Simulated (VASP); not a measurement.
# SiO2 (fluorite): gaps by functional in VASP

```xyz
3
Lattice="0.0000 2.2642 2.2642 2.2642 0.0000 2.2642 2.2642 2.2642 0.0000" Properties=species:S:1:pos:R:3 pbc="T T T"
Si    0.0000    0.0000    0.0000
O     1.1321    1.1321    1.1321
O     3.3963    3.3963    3.3963
```

All runs share this cell. Band v is the last that the valence electrons fill when counted band by band, and c is the next. A negative gap between them is a band overlap, as in a metal.

```csv
level,gap (eV),least direct gap (eV),pressure (GPa)
PBE,2.06,2.06,10.3
r²SCAN,2.68,2.68,0.6
LDA,1.81,1.81,-2.9
PBEsol,1.90,1.90,3.7
```
